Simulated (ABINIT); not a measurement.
Runs of ABINIT 10.8.3 (patched build) on Ga. It takes space group Cmcm (No. 63, orthorhombic). Conventional cell: a = 2.900 Å, b = 8.130 Å, c = 3.170 Å, α = 90.00°, β = 90.00°, γ = 90.00°. Ga (site symmetry m2m) is surrounded by 8 Ga at 2.68 to 2.90 Å. This isn't the form of Ga at room conditions, which is orthorhombic.

```tsv
potentials or basis	cutoff (eV)	fine-grid cutoff	gap on the mesh (eV)	pressure (GPa)	largest force (eV/Å)
SPMS NC PBE v1.0	952	-	none	(a)	0.14
PseudoDojo NC SR PBE v0.5 standard	1088	-	none	2.2	0.14
PseudoDojo NC SR PBE v0.5 stringent	1551	-	none	2.2	0.14
PseudoDojo NC SR PBE v0.4.1 standard	1088	-	none	2.2	0.14
Ansatz NC PBE	1088	-	none	2.2	0.14
SG15 NC PBE v1.2	1687	-	none	1.8	0.14
PseudoDojo NC SR PBE v0.4 stringent	1551	-	none	2.2	0.14
JTH PAW PBE v2.0	463	925.187 eV	none	2.0	0.14
```

Alike in all rows: task single point; level PBE; no spin polarisation; cell as given; k mesh 8 × 8 × 6; smearing fermi-dirac 0.05 eV.

Problem. Fill in the values left out.

Solution. (a) 2.4.

A k mesh can miss the band edges, and the runs leave out spin-orbit coupling on Ga.

A gap of «none» marks a metal or a gap under the smearing width.

The runs don't all hold the same shells in valence.
